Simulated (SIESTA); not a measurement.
## InAs under changes of volume

One of the cells (23.821 Å³/atom); the others are scaled copies at fixed shape and fractional positions:

```
In As
1.0
     0.00000    2.87730    2.87730
     2.87730    0.00000    2.87730
     2.87730    2.87730    0.00000
In As
1 1
Direct
  0.50000 0.50000 0.50000
  0.00000 0.00000 0.00000
```

Measurements of this composition are mostly on another form, of space group No. 216.

| Item | Value |
| --- | --- |
| Program | SIESTA 5.4.2 |
| Functional | LDA |
| Potentials or basis | PseudoDojo 0.4 standard (LDA files) |
| Basis | DZP (energy shift 0.003 Ry; two zetas on semicore shells) |
| Grid cutoff | 500 Ry |
| Energy shift | 0.003 Ry |
| k mesh | 8 × 8 × 8 |
| Occupations | fermi-dirac, width 0.05 eV |
| Spin | no spin polarisation |

```tsv
volume (Å³/atom)	energy over the lowest point (meV/atom)	pressure (GPa)
22.392	0.00	-0.9
22.868	4.79	-2.2
23.344	13.28	-3.4
23.821	?	?
24.297	39.71	-5.4
24.774	57.13	-6.3
25.250	77.01	-7.0
```

Task: What does the run at 23.821 Å³/atom give?

Result: Energy over the lowest point 25.05 meV/atom; pressure -4.4 GPa.

Worked out: A Birch-Murnaghan fit of order 3 (a polynomial in V^(-2/3)) to the other rows has its minimum at 22.06 Å³/atom, just outside them, with B0 = V·E''(V) = 67 GPa and B' = 3.5. It gives 25.00 meV/atom at 23.821 Å³/atom, against the run's 25.05, and -dE/dV = -4.5 GPa, against -4.4.

Energies are extrapolated to zero smearing.

Caveats: the basis of atomic orbitals isn't converged, which shifts pressures, moduli and gaps.
